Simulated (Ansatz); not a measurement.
In: the change of energy less free atoms and pressure with volume scale

All results are calculated (Ansatz 0.2.0). Periodic Kohn-Sham DFT of a crystal at fixed atoms, scaled to volume_scale times the given cell; pressure positive in compression, energy less spherical unpolarised free atoms, largest_vzz the field gradient of largest size among the nuclei.

The cell before it is scaled or strained (space group I4/mmm, No. 139):
```
cell vectors (Å)
  -1.6262     1.6262     2.4740
   1.6262    -1.6262     2.4740
   1.6262     1.6262    -2.4740
atoms (fractions of the cell vectors)
In  0.00000  0.00000  0.00000
```

Settings of every row: method all-electron LAPW; functional LDA; relativity scalar; k mesh 14x14x14; filling fermi-dirac; smearing width 0.05 eV; basis error target 0.5 meV/atom; nucleus gaussian.

Atom start moment: 0 on all atoms.

| row | volume scale | V (Å³/atom) | energy less free atoms (eV/atom) | pressure (GPa) |
| --- | --- | --- | --- | --- |
| 1 | 0.94 | 24.6 | -3.2144 | -0.013 |
| 2 | 0.96 | 25.123 | -3.2126 | -1.018 |
| 3 | 0.98 | 25.643 | -3.2078 | -1.899 |
| 4 | 0.99 | 25.905 | -3.2044 | -2.298 |
| 5 | 1 | 26.168 | -3.2003 | -2.672 |
| 6 | 1.01 | 26.429 | -3.1957 | -3.021 |
| 7 | 1.02 | 26.69 | ? | ? |
| 8 | 1.04 | 27.213 | -3.1785 | -3.939 |
| 9 | 1.06 | 27.736 | -3.1648 | -4.455 |

Question: what energy less free atoms and pressure should row 7 give?

Worked fit of energy less free atoms. Take u = (V_r/V)^(2/3) − 1 with V_r = 26.037 Å³ an atom, which is twice the finite (Eulerian) strain; such expansions in the strain, on which the Birch-Murnaghan equation of state is built, carry the rest volume and the bulk modulus. The shown rows have u = 0.03857, 0.02411, 0.01022, 0.00339, -0.00334, -0.00991, -0.02902, -0.04127. Least squares give energy less free atoms = −3.20241 − 0.6022 × u + 7.53 × u² eV/atom; a straight line predicts inner rows, each left out in turn, worse (root mean square 0.004 against 6.4e-05 eV/atom). The rows lie off it by 0.0000, 0.0000, 0.0000, 0.0000, 0.0000, 0.0000, 0.0001, -0.0001. The withheld row has u = -0.01638, so the fit gives −3.20241 − 0.6022 × (-0.01638) + 7.53 × (-0.01638)² = -3.1905 eV/atom.

The calculation gave -3.1905 eV/atom. The fit meets it to the printed digit.

Worked fit of pressure. Take u = (V_r/V)^(2/3) − 1 with V_r = 26.037 Å³ an atom, which is twice the finite (Eulerian) strain; such expansions in the strain, on which the Birch-Murnaghan equation of state is built, carry the rest volume and the bulk modulus. The shown rows have u = 0.03857, 0.02411, 0.01022, 0.00339, -0.00334, -0.00991, -0.02902, -0.04127. Least squares give pressure = −2.489 + 55.767 × u + 208.25 × u² + 274 × u³ GPa; a parabola predicts inner rows, each left out in turn, worse (root mean square 0.0044 against 0.0018 GPa). The rows lie off it by 0.000, 0.002, -0.002, 0.000, 0.001, 0.000, 0.000, 0.000. The withheld row has u = -0.01638, so the fit gives −2.489 + 55.767 × (-0.01638) + 208.25 × (-0.01638)² + 274 × (-0.01638)³ = -3.348 GPa.

The calculation gave -3.348 GPa. The fit meets it to the printed digit.
